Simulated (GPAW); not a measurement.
# Te2Mo (P6_3/mmc) in GPAW: notebook, part 2 of 2

GPAW 26.7.0. The steps go on from the part before.

**4. Band structure, LDA**

Input file run.py:

```python
from ase.dft.bandgap import bandgap
from ase.io import read, write
from ase.units import GPa
from gpaw import GPAW, PW

atoms = read('POSCAR')

calc = GPAW(mode=PW(1600),
            xc='LDA',
            kpts={'size': (5, 5, 2), 'gamma': True},
            occupations={'name': 'fermi-dirac', 'width': 0.05},
            setups='hgh',
            nbands=-20,
            convergence={'density': 1e-05, 'energy': 1e-05},
            maxiter=150,
            txt='gpaw.txt')
atoms.calc = calc
energy = atoms.get_potential_energy()
forces = atoms.get_forces()
stress = atoms.get_stress()
calc.write('gs.gpw')
write('result.traj', atoms)
print(f'Energy: {energy:.6f} eV')
print('Forces (eV/A):')
print(forces.round(4))
print('Stress (GPa):', (stress / GPa).round(3))
print('Fermi level:', round(calc.get_fermi_level(), 4), 'eV')
print(f'Gap: {bandgap(calc)[0]:.4f} eV, direct: {bandgap(calc, direct=True)[0]:.4f} eV')

path = atoms.cell.bandpath('GMKGALHA,LM,KH', npoints=60, eps=1e-4)
bs_calc = calc.fixed_density(kpts=path, symmetry='off', nbands=-40,
                             convergence={'bands': 'CBM+6.0', 'eigenstates': 1e-6}, txt='bands.txt')
bs = bs_calc.band_structure()
bs.write('bs.json')
print(f'Gap on the path: {bandgap(bs_calc)[0]:.4f} eV')
```

Input file POSCAR:

```
Te2Mo
1.0
    3.5182000000      0.0000000000      0.0000000000
   -1.7591000000      3.0468505756      0.0000000000
    0.0000000000      0.0000000000     13.9736000000
Te Mo
4 2
Direct
    0.6666666667      0.3333333333      0.3790000000
    0.3333333333      0.6666666667      0.8790000000
    0.6666666667      0.3333333333      0.1210000000
    0.3333333333      0.6666666667      0.6210000000
    0.6666666667      0.3333333333      0.7500000000
    0.3333333333      0.6666666667      0.2500000000
```

Potentials or basis: HGH pseudopotentials, pw.

Started as:

```console
OMP_NUM_THREADS=1 python run.py
```

Run time: 14 min. Hardware: 1 thread of Intel Xeon Platinum 8488C (Sapphire Rapids), shared host; peak memory 2.3 GiB.

Results (log left out):

* Free energy: -1337.2827 eV
* Pressure: -1.7 GPa
* Largest force: 0.184 eV/Å
* Band gap on the k mesh: 0.68 eV, indirect (least direct gap 1.28 eV)
* Band gap along the path: 0.71 eV, indirect (least direct gap 1.07 eV)

Forces in eV/Å, atoms in the order of the input:
```
Te   0.000  0.000 -0.184
Te   0.000  0.000 -0.184
Te   0.000  0.000  0.184
Te   0.000  0.000  0.184
Mo   0.000  0.000  0.000
Mo   0.000  0.000  0.000
```

Stress tensor (GPa, compression positive):
```
-1.54  0.00  0.00
 0.00 -1.54  0.00
 0.00  0.00 -2.12
```

Levels at the corners of the path, in eV from the valence-band top:
```
point  band 14  band 15  band 16  band 17  band 18  band 19  band 20  band 21  band 22  band 23
    Γ    -1.06    -1.04    -1.04    -0.35     0.00     2.94     2.94     3.07     3.07     3.10
    M    -1.84    -1.05    -0.97    -0.63    -0.35     1.26     1.33     1.44     1.79     2.64
    K    -3.18    -1.88    -1.88    -0.32    -0.08     0.99     0.99     1.10     2.18     2.31
    Γ    -1.06    -1.04    -1.04    -0.35     0.00     2.94     2.94     3.07     3.07     3.10
    A    -1.06    -1.06    -1.06    -0.09    -0.09     2.97     2.97     2.97     2.97     3.27
    L    -1.97    -0.99    -0.99    -0.49    -0.49     1.29     1.29     1.63     1.63     3.08
    H    -2.81    -2.03    -2.03    -0.23    -0.23     0.99     0.99     1.59     1.59     2.39
    A    -1.06    -1.06    -1.06    -0.09    -0.09     2.97     2.97     2.97     2.97     3.27
    L    -1.97    -0.99    -0.99    -0.49    -0.49     1.29     1.29     1.63     1.63     3.08
    M    -1.84    -1.05    -0.97    -0.63    -0.35     1.26     1.33     1.44     1.79     2.64
    K    -3.18    -1.88    -1.88    -0.32    -0.08     0.99     0.99     1.10     2.18     2.31
    H    -2.81    -2.03    -2.03    -0.23    -0.23     0.99     0.99     1.59     1.59     2.39
```

Caveat: the k mesh is coarse; spin-orbit coupling is left out, which moves the levels of the heavy elements; HGH potentials are hard and often keep d shells in the core, so these values are rough.

**5. Band structure, WC, spin-orbit coupling, no magnetisation**

Input file run.py:

```python
import numpy as np
from ase.dft.bandgap import bandgap
from ase.io import read, write
from ase.units import GPa
from gpaw import GPAW, PW, setup_paths
from gpaw.spinorbit import soc_eigenstates

setup_paths.insert(0, '.')

atoms = read('Te2Mo.cif')

calc = GPAW(mode=PW(600),
            xc='WC',
            kpts={'size': (5, 5, 2), 'gamma': True},
            occupations={'name': 'fermi-dirac', 'width': 0.05},
            nbands=46,
            convergence={'density': 1e-05, 'energy': 1e-05},
            maxiter=150,
            txt='gpaw.txt')
atoms.calc = calc
energy = atoms.get_potential_energy()
forces = atoms.get_forces()
stress = atoms.get_stress()
calc.write('gs.gpw')
write('result.traj', atoms)
print(f'Energy: {energy:.6f} eV')
print('Forces (eV/A):')
print(forces.round(4))
print('Stress (GPa):', (stress / GPa).round(3))
print('Fermi level:', round(calc.get_fermi_level(), 4), 'eV')
print(f'Gap: {bandgap(calc)[0]:.4f} eV, direct: {bandgap(calc, direct=True)[0]:.4f} eV')

path = atoms.cell.bandpath('GMKGALHA,LM,KH', npoints=80, eps=1e-4)
bs_calc = calc.fixed_density(kpts=path, symmetry='off', nbands=73,
                             convergence={'bands': 'CBM+6.0', 'eigenstates': 1e-6}, txt='bands.txt')
bs = bs_calc.band_structure()
bs.write('bs.json')
print(f'Gap on the path: {bandgap(bs_calc)[0]:.4f} eV')

soc = soc_eigenstates(bs_calc, theta=54.7, phi=45)
np.savetxt('soc_bands.dat', soc.eigenvalues(), fmt='%.4f')
mesh = soc_eigenstates('gs.gpw', theta=54.7, phi=45)
np.savetxt('soc_mesh.dat', mesh.eigenvalues(), fmt='%.4f')
print('Fermi level with spin-orbit coupling:', round(mesh.fermi_level, 4), 'eV')
```

Input file Te2Mo.cif:

```cif
data_Te2Mo
_cell_length_a 3.51820000
_cell_length_b 3.51820000
_cell_length_c 13.97360000
_cell_angle_alpha 90.00000000
_cell_angle_beta 90.00000000
_cell_angle_gamma 120.00000000
_space_group_name_H-M_alt 'P1'
_space_group_name_Hall 'P 1'
_space_group_IT_number 1
loop_
_space_group_symop_operation_xyz
'x,y,z'
loop_
_atom_site_label
_atom_site_type_symbol
_atom_site_symmetry_multiplicity
_atom_site_Wyckoff_symbol
_atom_site_fract_x
_atom_site_fract_y
_atom_site_fract_z
_atom_site_occupancy
Te1 Te 1 a 0.6666666667 0.3333333333 0.3790000000 1
Te2 Te 1 a 0.3333333333 0.6666666667 0.8790000000 1
Te3 Te 1 a 0.6666666667 0.3333333333 0.1210000000 1
Te4 Te 1 a 0.3333333333 0.6666666667 0.6210000000 1
Mo1 Mo 1 a 0.6666666667 0.3333333333 0.7500000000 1
Mo2 Mo 1 a 0.3333333333 0.6666666667 0.2500000000 1
```

Potentials or basis: PAW data sets generated in the run's folder for this functional, pw.

Started as:

```console
gpaw-setup -f WC Mo Te
OMP_NUM_THREADS=1 python run.py
```

It took 1.9 min on 1 thread of AMD EPYC 9R45 (Zen 5), shared host; peak memory 0.93 GiB.

Results (log left out):

```
Free energy             : -40.0423 eV
Pressure                : -1.2 GPa
Largest force           : 0.098 eV/Å
Band gap on the k mesh  : 0.66 eV, indirect (least direct gap 1.18 eV)
Band gap along the path : 0.66 eV, indirect (least direct gap 0.95 eV)
```

Forces on the atoms (eV/Å):
```
Te   0.000  0.000 -0.098
Te   0.000  0.000 -0.098
Te   0.000  0.000  0.098
Te   0.000  0.000  0.098
Mo   0.000  0.000  0.000
Mo   0.000  0.000  0.000
```

Stress tensor (GPa, compression positive):
```
-1.25  0.00  0.00
 0.00 -1.25  0.00
 0.00  0.00 -1.14
```

Levels at the corners of the path, in eV from the valence-band top:
| point | band 49 | band 50 | band 51 | band 52 | band 53 | band 54 | band 55 | band 56 |
| --- | --- | --- | --- | --- | --- | --- | --- | --- |
| Γ | -0.37 | -0.37 | 0.00 | 0.00 | 2.50 | 2.50 | 2.63 | 2.63 |
| M | -0.58 | -0.58 | -0.33 | -0.33 | 1.21 | 1.21 | 1.26 | 1.26 |
| K | -0.38 | -0.38 | -0.05 | -0.05 | 0.89 | 0.90 | 0.92 | 0.92 |
| Γ | -0.37 | -0.37 | 0.00 | 0.00 | 2.50 | 2.50 | 2.63 | 2.63 |
| A | -0.09 | -0.09 | -0.09 | -0.09 | 2.54 | 2.54 | 2.54 | 2.54 |
| L | -0.46 | -0.46 | -0.46 | -0.46 | 1.23 | 1.23 | 1.23 | 1.23 |
| H | -0.35 | -0.35 | -0.14 | -0.14 | 0.90 | 0.90 | 0.94 | 0.94 |
| A | -0.09 | -0.09 | -0.09 | -0.09 | 2.54 | 2.54 | 2.54 | 2.54 |
| L | -0.46 | -0.46 | -0.46 | -0.46 | 1.23 | 1.23 | 1.23 | 1.23 |
| M | -0.58 | -0.58 | -0.33 | -0.33 | 1.21 | 1.21 | 1.26 | 1.26 |
| K | -0.38 | -0.38 | -0.05 | -0.05 | 0.89 | 0.90 | 0.92 | 0.92 |
| H | -0.35 | -0.35 | -0.14 | -0.14 | 0.90 | 0.90 | 0.94 | 0.94 |

Caveat: the k mesh is coarse; spin-orbit coupling was added after a scalar SCF, so levels and gaps hold it while energy, forces, pressure and moments don't; this program's spin-orbit splittings come out too wide for heavy elements; this functional lacks dispersion, which binds the layers, so the pressure and a relaxed spacing across them are unreliable.

**6. The runs side by side**

```tsv
task	level	potentials or basis	spin	band path	band points	spin axis theta (degrees)	spin axis phi (degrees)	gap on the mesh (eV)	pressure (GPa)	largest force (eV/Å)
band structure	rSCAN	GPAW PAW data sets (gpaw-data 1.2.1), pw	SOC, no magnetisation	GMKGALHA,LM,KH	80	54.7	45	0.79	1.5	0.15
equation of state	LDA	PAW data sets generated in the run's folder for this functional, pw	off	-	-	-	-	-	-	-
band structure	WC	PAW data sets generated in the run's folder for this functional, pw	SOC, no magnetisation	GMKGALHA,LM,KH	80	54.7	45	0.66	-1.2	0.10
```

Alike in all rows: cell as given; k mesh 5 × 5 × 2; cutoff (eV) 600; smearing fermi-dirac 0.05 eV; the mesh is coarse, so values aren't converged.

Caveats: some runs use coarse meshes; spin-orbit coupling was added after a scalar SCF, so levels and gaps hold it while energy, forces, pressure and moments don't (some runs); this program's spin-orbit splittings come out too wide for heavy elements (some runs); the PAW data sets were made with another functional, which shifts forces and pressure a little (some runs); this functional lacks dispersion, which binds the layers, so the pressure and a relaxed spacing across them are unreliable (some runs).

Absolute energies hang on the potentials; compare differences alone.

**7. Against experiment**

Step 2. A measured gap of Te2Mo is 0.88 eV (indirect; 300 K; quoted in “Broadband infrared study of pressure-tunable Fano resonance and metallization transition in 2H-MoTe2”, 2022, pmc:9569381); the calculated 0.79 eV misses it by -0.09 eV. The value is that of rSCAN, without temperature or zero-point motion.

Step 5. Against the measured gap of Te2Mo, 0.88 eV (indirect; 300 K; quoted in “Broadband infrared study of pressure-tunable Fano resonance and metallization transition in 2H-MoTe2”, 2022, pmc:9569381), the calculated 0.66 eV is off by -0.22 eV. The value is that of WC, without temperature or zero-point motion. Semilocal functionals fall short of measured gaps as a rule.
